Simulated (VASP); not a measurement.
Runs of VASP 6.6.1 on CdO. The cell holds a slab with vacuum, 12 atoms: a = 3.323 Å, b = 3.323 Å, c = 27.747 Å, α = 90.00°, β = 90.00°, γ = 90.00°. 

| task | level | potentials or basis | cell | k mesh | mesh quality | gap on the mesh (eV) | largest force (eV/Å) | work function (eV) |
| --- | --- | --- | --- | --- | --- | --- | --- | --- |
| work function | LDA | VASP PAW LDA potentials, release 64 (Cd, O) | as given | 10 × 10 × 1 | not flagged | none | (b) | 5.27 |
| work function | PBEsol | VASP PAW PBE potentials, release 64 (Cd, O) | as given | 10 × 10 × 1 | not flagged | none | 0.01 | (a) |
| relaxation of the atoms | PBEsol | VASP PAW PBE potentials, release 64 (Cd, O) | atoms relaxed | 10 × 10 × 1 | not flagged | none | 0.01 | - |
| work function | PBEsol | VASP PAW PBE potentials, release 64 (Cd, O) | as given | 4 × 4 × 1 | coarse | none | 0.03 | 4.98 |

Alike in all rows: no spin polarisation; cutoff (eV) 520; smearing methfessel-paxton 0.1 eV.

Estimate the missing entries.

(a) 4.94; (b) 0.18.

Caveats: some runs use coarse meshes; the PAW data sets were made with another functional, which shifts forces and pressure a little (some runs).

A k mesh can miss the band edges, and the runs leave out spin-orbit coupling on Cd.

A gap of «none» marks a metal or a gap under the smearing width.
